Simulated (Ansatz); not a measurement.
**Strain response of Ti2C**

Computed with DFT r2SCAN, scalar-relativistic, plane waves, PAW (Ansatz 0.2.0). (500 eV cutoff, 12×12×4 k-mesh, Gaussian smearing of 0.10 eV, no spin polarisation)

Starting point, cell and atoms relaxed:

```xyz
9
Lattice="3.0780 0.0000 0.0000 -1.5390 2.6656 0.0000 0.0000 0.0000 14.4626" Properties=species:S:1:pos:R:3 pbc="T T T"
Ti    0.0000    1.7771   13.1881
Ti    0.0000    0.0000   10.9162
Ti    0.0000    0.0000    3.5464
Ti    1.5390    0.8885    1.2744
Ti    1.5390    0.8885    8.3673
Ti    0.0000    1.7771    6.0953
C     1.5390    0.8885   12.0521
C     0.0000    1.7771    2.4104
C     0.0000    0.0000    7.2313
```

Deformation: biaxial strain in the a-b plane, with the length and tilt of c and the atoms relaxed, all within the symmetry that the strain leaves. Energies are extrapolated to zero smearing. Stress is positive in compression, on the Cartesian axes of the cell above.

```tsv
strain (%)	ΔE (meV/atom)	a (Å)	b (Å)	c (Å)	σxx (GPa)	σyy (GPa)	σzz (GPa)
-2.0	13.2	3.016	3.016	14.616	8.09	8.09	0.00
-1.0	3.4	3.047	3.047	14.537	4.03	4.03	0.01
+0.0	0.0	3.078	3.078	14.463	0.05	0.05	-0.04
+1.0	3.0	3.109	3.109	14.388	-3.71	-3.71	0.00
```